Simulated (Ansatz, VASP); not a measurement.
# One calculation of Sb, two programs

```xyz
4
Lattice="4.5277 0.0000 0.0000 0.0000 4.4211 0.0000 -1.3205 0.0000 6.3643" Properties=species:S:1:pos:R:3 pbc="T T T"
Sb    2.7389    3.3158    1.8543
Sb    0.4739    1.1053    1.5999
Sb    2.7333    3.3158    4.7644
Sb    0.4683    1.1053    4.5101
```

Alike in both runs: functional PBE; dispersion D3(BJ); k mesh 10 × 10 × 8; occupations gaussian, width 0.1 eV; no spin polarisation.

Ansatz relaxed the structure, and its values are those at the end. VASP's run is a single point on that final structure, the one shown.

|  | VASP | Ansatz |
| --- | --- | --- |
| version | VASP 6.6.1 | Ansatz 0.2.0 |
| potentials or method | VASP PAW PBE potentials, release 64 (Sb) | scalar-relativistic, plane waves, PAW |
| plane-wave cutoff (eV) | 520 | 420 |
| valence electrons in the cell | 20 | 60 |

Ansatz gave:

* gap on the k mesh at the Fermi level (eV): none
* pressure (GPa): -3.7
* rms of the force components (eV/Å): 0.000

**Question.** Which values does VASP return?

**Answer.** gap on the k mesh at the Fermi level (eV): none; pressure (GPa): -3.8; rms of the force components (eV/Å): 0.012.

A gap of «none» marks a metal or a gap that the smearing closes. The two sets of potentials don't hold the same shells in valence. Ansatz warned: «stress_scf_threshold_loose».

Caveats: pairwise dispersion overbinds metals, which lowers pressure and volume. The runs have no spin-orbit coupling, so splittings on Sb are missing.
